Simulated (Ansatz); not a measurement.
BaZrO3:

```
Ba Zr O
1.0
     4.19134    0.00000    0.00000
     0.00000    4.19134    0.00000
     0.00000    0.00000    4.19134
Ba Zr O
1 1 3
Direct
  0.00000 0.00000 0.00000
  0.50000 0.50000 0.50000
  0.50000 0.50000 0.00000
  0.50000 0.00000 0.50000
  0.00000 0.50000 0.50000
```

| Quantity | Value |
| --- | --- |
| Program | Ansatz 0.2.0 |
| Task | single point |
| Functional | PBE |
| Potentials or basis | Ansatz PAW |
| Cutoff | 420 eV (not typed: the program's choice for these potentials) |
| k mesh | 6 × 6 × 6 |
| Occupations | fermi-dirac, width 0.05 eV |
| Spin | no spin polarisation |

On this cell: pressure 4.0 GPa; largest force zero by symmetry; band gap on the k mesh 3.24 eV, indirect (least direct gap 3.44 eV).

The same run follows on a disturbed copy (atoms moved at random, drawn with an rms of 0.05 Å):

```
Ba Zr O
1.0
     4.19134    0.00000    0.00000
     0.00000    4.19134    0.00000
     0.00000    0.00000    4.19134
Ba Zr O
1 1 3
Cartesian
  0.0008 0.0326 -0.0311
  2.0979 2.1304 2.0616
  2.0656 2.1006 0.0020
  2.0720 0.0065 2.1233
  -0.0244 2.1208 2.1151
```

Problem. What does the disturbed cell give?

Solution. The energy moves by +1.8 meV/atom; pressure 4.2 GPa; largest force 0.290 eV/Å; band gap on the k mesh 3.27 eV, indirect (least direct gap 3.47 eV).

Forces in eV/Å, atoms in the order of the input:
```
Ba   0.004 -0.005 -0.029
Zr  -0.141 -0.147  0.206
O    0.005 -0.014 -0.065
O   -0.007  0.221 -0.064
O    0.139 -0.054 -0.048
```

Stress tensor (GPa, compression positive):
```
 4.15  0.00 -0.01
 0.00  4.10  0.00
-0.01  0.00  4.27
```

Caveats: spin-orbit coupling is left out, which moves the levels of the heavy elements.

A k mesh can miss the band edges.
